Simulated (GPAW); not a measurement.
# NaH (Fm-3m): G0W0 with GPAW, start to end, part 2 of 2

How does a plane-wave GW calculation on NaH (Fm-3m) run from the first input to the gap?

GPAW 26.7.0; LDA and many-body steps on it, plane waves. Known limits of the many-body steps: not at the basis limit.

So far. Step 3 (Bands along the symmetry lines): The gap is 3.468 eV, as in the run before at this level. Step 4 (Empty states on the mesh, 6×6×6 mesh, 96 bands): On this mesh the gap is 3.521 eV. The earlier step found 3.468 eV, so this mesh misses an edge.

### Step 5. Screening and self-energy, 6×6×6 mesh, 86 bands, screening to 125 eV

Now the one-shot GW correction: screening in the RPA, then the self-energy of the levels asked for.

This step: G0W0 on LDA, plane waves, PAW.

run.py reads:

```python
import json
import numpy as np
from gpaw.mpi import world
from gpaw.response.g0w0 import G0W0

gw = G0W0('full.gpw',
    filename='gw',
    kpts=[0, 9, 15],
    bands=(2, 6),
    ecut=125,
    nbands=86,
    integrate_gamma='WS',
    ppa=True)
gw.calculate()
res = {mode: {k: v for k, v in r.items() if k != 'sigma_eskwn'}
       for mode, r in gw.all_results.items()}

if world.rank == 0:
    with open('result.json', 'w') as f:
        json.dump(res, f, default=lambda x: x.tolist())
```

On the command line:

```console
> mpirun -n 4 gpaw python run.py
```

Numbers of over 12 decimals in the logs are rounded to 6 here.

The log of the run:

```text
Using integrator: PointIntegrator
FrequencyGridDescriptor(from 0.000+0.000j to 0.000+27.211j eV, 2 points)
Nonperiodic BCs:  [False False False]
Using integrator: PointIntegrator
FrequencyGridDescriptor(from 0.000+0.000j to 0.000+27.211j eV, 2 points)
Nonperiodic BCs:  [False False False]
  ___  _ _ _
 |   || | | |
 | | || | | |
 |__ ||_____|
 |___|

BZ k-points: Symmetries present (total): 48

  [... matrices ...]
216 k-points: 6 x 6 x 6 Monkhorst-Pack grid + [1/12,1/12,1/12]
16 k-points in the irreducible part of the Brillouin zone
       k-points in crystal coordinates                weights
   0:     0.00000000    0.00000000    0.00000000          1/216
   1:     0.16666667    0.16666667    0.00000000          6/216
   2:     0.16666667    0.16666667    0.16666667          8/216
   3:     0.33333333    0.16666667    0.16666667         12/216
   4:     0.33333333    0.33333333   -0.33333333         12/216
   5:     0.33333333    0.33333333    0.00000000          6/216
   6:     0.33333333    0.33333333    0.16666667         24/216
   7:     0.33333333    0.33333333    0.33333333          8/216
   8:     0.50000000    0.33333333   -0.33333333         24/216
   9:     0.50000000    0.33333333   -0.16666667         12/216
          ...
  15:     0.50000000    0.50000000    0.50000000          4/216

Distributing spins, k-points and bands (1 x 3 x 4) over 4 processes
Number of blocks: 1

Quasi particle states:
k-points (IBZ indices): [0, 9, 15]
Band range: (2, 6)
  [... matrices ...]
Computational parameters:
Plane wave cut-off: 125 eV
Number of bands: 86
Coulomb cutoff: None
Broadening: 0.1 eV

fxc modes: GW
Kernel: RPA
Using Godby-Needs plasmon-pole approximation:
  Fitting energy: i*E0, E0 = 1.000 Hartree
Summing all q:

Calculating screened Coulomb potential
No Coulomb truncation
FrequencyGridDescriptor(from 0.000+0.000j to 0.000+27.211j eV, 2 points)
Removing empty qpoint cache files...

Calculating chi0 body with:
    Ground state adapter containing:
    Number of spins: 1
    Number of kpoints: 216
    Number of irreducible kpoints: 16
    Number of completely occupied states: 4
    Number of partially occupied states: 4
    Occupied states memory: 0.48828125 M / cpu

    Linear response parametrization:
    q_c: [1.3877787807814457e-17, 1.3877787807814457e-17, 1.3877787807814457e-17]
    Number of frequency points: 2
    Planewave cutoff: 125.0
    Number of bands: 86
    Number of planewaves: 65
    Broadening (eta): 1e-06
    comm.size: 4
    kncomm.size: 4
    blockcomm.size: 1

    Memory estimate of potentially large arrays:
        chi0_wGG: 0.128937 M / cpu
Integrating chi0 body.

Symmetries of q_c:
    Direct symmetries (Uq -> q): 48
    Indirect symmetries (TUq -> q): 0
In total 48 allowed symmetries.

  [... matrices ...]
16 groups of equivalent kpoints. 92.592593% reduction.

Integral kind: response function
Integrating chi0 head and wings.

Symmetries of q_c:
    Direct symmetries (Uq -> q): 48
    Indirect symmetries (TUq -> q): 0
In total 48 allowed symmetries.

  [... matrices ...]
16 groups of equivalent kpoints. 92.592593% reduction.

Integral kind: response function wings

Calculating chi0 body with:
    Ground state adapter containing:
    Number of spins: 1
    Number of kpoints: 216
    Number of irreducible kpoints: 16
    Number of completely occupied states: 4
    Number of partially occupied states: 4
[... the further q-points ...]

Results:
f:      Occupation numbers
eps:     KS-eigenvalues [eV]
vxc:     KS vxc [eV]
exx:     Exact exchange [eV]
sigma:   Self-energies [eV]
dsigma:  Self-energy derivatives
Z:       Renormalization factors
qp:      QP-energies [eV]

k-point 0 (0): (0.000, 0.000, 0.000)                GW
band       f     eps     vxc     exx   sigma  dsigma       Z      qp
                                                                   GW
   2   1.000 -23.265 -32.222 -45.195   5.825  -0.088   0.919 -29.836
   3   1.000  -5.029  -9.110 -13.971   2.738   0.064   1.069  -7.298
   4   0.000   9.583 -10.951  -5.143  -4.609  -0.070   0.935  10.705
   5   0.000  14.335  -7.028  -1.274  -4.727  -0.239   0.807  15.163

k-point 1 (9): (0.500, 0.333, -0.167)                GW
band       f     eps     vxc     exx   sigma  dsigma       Z      qp
                                                                   GW
   2   1.000 -23.304 -32.099 -45.059   5.791  -0.019   0.981 -30.339
   3   1.000  -1.188 -10.448 -13.977   1.524  -0.328   0.753  -2.697
   4   0.000   3.857  -8.450  -4.051  -3.264  -0.212   0.825   4.793
   5   0.000   5.759  -8.055  -3.218  -3.642  -0.225   0.816   6.734

k-point 2 (15): (0.500, 0.500, 0.500)                GW
band       f     eps     vxc     exx   sigma  dsigma       Z      qp
                                                                   GW
   2   1.000 -23.278 -32.183 -45.150   5.814  -0.050   0.953 -30.092
   3   1.000  -2.065 -10.500 -14.326   1.808  -0.277   0.783  -3.645
   4   0.000   2.333  -8.041  -3.838  -3.144  -0.206   0.829   3.211
   5   0.000   9.709  -9.060  -3.529  -4.455  -0.501   0.666  10.427
```

Run time: 47 s. Hardware: 4 MPI ranks of Arm Neoverse V1, shared host; peak memory 0.96 GiB; 3.1 min of CPU time.

Numbers from this step:

```
G0W0 gap on the points computed              : 5.908 eV
least direct G0W0 gap on the computed points : 6.856 eV
Z at the valence top                         : 0.7529
Z at the conduction bottom                   : 0.8291
starting gap on the mesh                     : 3.521 eV
k of the valence top                         : 0.5, 0.3333, -0.1667
k of the conduction bottom                   : 0.5, 0.5, 0.5
```

The gap on the mesh goes from 3.52 eV to 5.91 eV, a correction of +2.39 eV. The start differs from the 3.47 eV found before because the two sample other k points.

Limits: finite bands, cutoff and mesh. v1 is the top filled band, c1 the lowest empty one. The levels before and after the correction (eV, zero at the valence-band top of each column):

|  | conduction bottom | valence top |
| --- | --- | --- |
| Kohn-Sham | 3.52 | 0.00 |
| G0W0 | 5.91 | 0.00 |

|  | level | energy (eV) |
| --- | --- | --- |
| Kohn-Sham | (0.5 0.333 -0.167) v2 | -22.117 |
| Kohn-Sham | (0.5 0.333 -0.167) v1 | 0.000 |
| Kohn-Sham | (0.5 0.333 -0.167) c1 | 5.044 |
| Kohn-Sham | (0.5 0.333 -0.167) c2 | 6.946 |
| Kohn-Sham | (0.5 0.5 0.5) v2 | -22.091 |
| Kohn-Sham | (0.5 0.5 0.5) v1 | -0.878 |
| Kohn-Sham | (0.5 0.5 0.5) c1 | 3.521 |
| Kohn-Sham | (0.5 0.5 0.5) c2 | 10.897 |
| G0W0 | (0.5 0.333 -0.167) v2 | -27.642 |
| G0W0 | (0.5 0.333 -0.167) v1 | 0.000 |
| G0W0 | (0.5 0.333 -0.167) c1 | 7.490 |
| G0W0 | (0.5 0.333 -0.167) c2 | 9.431 |
| G0W0 | (0.5 0.5 0.5) v2 | -27.394 |
| G0W0 | (0.5 0.5 0.5) v1 | -0.948 |
| G0W0 | (0.5 0.5 0.5) c1 | 5.908 |
| G0W0 | (0.5 0.5 0.5) c2 | 13.124 |

### Step 6. Where the time went

Times are wall times on 4 MPI ranks of Arm Neoverse V1, shared host, good to a factor of about two.

| step | time | share | memory (GiB) |
| --- | --- | --- | --- |
| ground state | 4.3 s | 7 % | 0.58 |
| bands along the symmetry lines | 4.5 s | 7 % | 0.61 |
| empty states on the mesh | 7.3 s | 12 % | 0.91 |
| screening and self-energy | 47 s | 74 % | 0.96 |

### Step 7. Results

| Item | Value |
| --- | --- |
| LDA gap | 3.47 eV, indirect |
| G0W0 gap on the mesh | 5.91 eV |
| G0W0 gap over the zone (rigid shift) | 5.86 eV |
| GW settings | 6×6×6 mesh, 86 bands, screening to 125 eV, Godby-Needs plasmon pole |
| known limits | not at the basis limit |

**Reading.** G0W0 moves the gap on the mesh from 3.52 eV to 5.91 eV (+2.39 eV), with Z of 0.75 and 0.83 at the edges. The mesh misses the band edges by 0.05 eV in all; a rigid shift gives 5.86 eV for the zone. Only 3 of the mesh's irreducible points were corrected, so a valley elsewhere could overtake. The dearest step here is «screening and self-energy». Bands and cutoff are finite, so the gap is not at the basis limit. The miss can reach some tenths of an eV and take either sign; the mesh is an error of its own. These stock PAW sets were not made for GW. In the G0W0 run levels were corrected at 3 k points alone, so a gap called «on the mesh» is the least over those, and an edge elsewhere would be missed. A denser mesh or path gives a starting gap of 3.47 eV: the GW mesh misses a band edge, so its gaps are not the fundamental one.

[Paths, hosts, dates, memory and timing lines, banners, echoed tables and standing remarks are left out of the program output.]

[Logs are printed without paths, hosts, clocks, repeated set-up lines and the standing remarks that a program may print on its own settings, such as how far it seeks lower states.]

[Runs of the session that timed out or met a known fault of the program may be left out.]

[Hosts, paths, dates, database ids (printed as entryN), source tags and the programs' standing remarks are cut or masked in the printed files.]
